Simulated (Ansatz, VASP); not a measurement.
# NaF: VASP beside Ansatz

Contents of INCAR:

```
SYSTEM = NaF
ALGO     = Fast           ! electronic algorithm
EDIFF    = 1E-7           ! SCF threshold, eV
ENCUT    = 520            ! plane-wave cutoff, eV
GGA      = PS             ! functional
ISIF     = 2              ! what is computed and relaxed
ISMEAR   = 0              ! smearing method
LASPH    = .True.         ! aspherical terms in the spheres
LCHARG   = .False.        ! write CHGCAR
LREAL    = .False.        ! projectors in reciprocal space
LWAVE    = .False.        ! write WAVECAR
NBANDS   = 14             ! bands
NELM     = 100            ! most SCF steps
PREC     = Accurate       ! precision mode
SIGMA    = 0.05           ! smearing width, eV
```

The input KPOINTS:

```
k-points
0
Gamma
  8 8 8
  0 0 0
```

File POSCAR:

```
NaF
1.0
    0.0000000000      2.3233000000      2.3233000000
    2.3233000000      0.0000000000      2.3233000000
    2.3233000000      2.3233000000      0.0000000000
Na F
1 1
Direct
    0.0093189149      0.0093189149      0.0093189149
    0.5000000000      0.5000000000      0.5000000000
```

Input for Ansatz:

```yaml
crystal:
  lattice:
    - [0.0, 2.3233, 2.3233]
    - [2.3233, 0.0, 2.3233]
    - [2.3233, 2.3233, 0.0]
  atoms:
    - { symbol: Na, position: [0.0093189149, 0.0093189149, 0.0093189149] }
    - { symbol: F, position: [0.5, 0.5, 0.5] }
basis:
  ecutwfc: 420
kpoints:
  mp_grid: { grid: [8, 8, 8] }
hamiltonian:
  xc: pbesol
scf:
  occupations: { method: gaussian, width: 0.05 }
output:
  forces: true
  stress: true
  eigenvalues: true
```

Change from the starting cell: all Na atoms moved +0.075 Å, as atom 1 along Cartesian [1 1 1].

Alike in both runs: task single point; functional PBEsol; k mesh 8 × 8 × 8; occupations gaussian, width 0.05 eV; no spin polarisation.

```csv
,VASP,Ansatz
version,VASP 6.6.1,Ansatz 0.2.0
potentials or method,"VASP PAW PBE potentials, release 64 (Na_pv, F)","scalar-relativistic, plane waves, PAW"
plane-wave cutoff (eV),520,420
valence electrons in the cell,14,16
```

VASP gave:

* gap on the k mesh at the Fermi level (eV): 6.12
* least direct gap on the mesh (eV): 6.12
* pressure (GPa): -0.4
* rms of the force components (eV/Å): 0.094

Q: Which values does Ansatz return?

A: gap on the k mesh at the Fermi level (eV): 6.14; least direct gap on the mesh (eV): 6.14; pressure (GPa): -0.4; rms of the force components (eV/Å): 0.090.

Atom by atom the forces differ by 0.004 eV/Å (rms over components). The two sets of potentials don't hold the same shells in valence.

Caveats: the PAW data sets were made with another functional, which shifts forces and pressure a little (VASP).
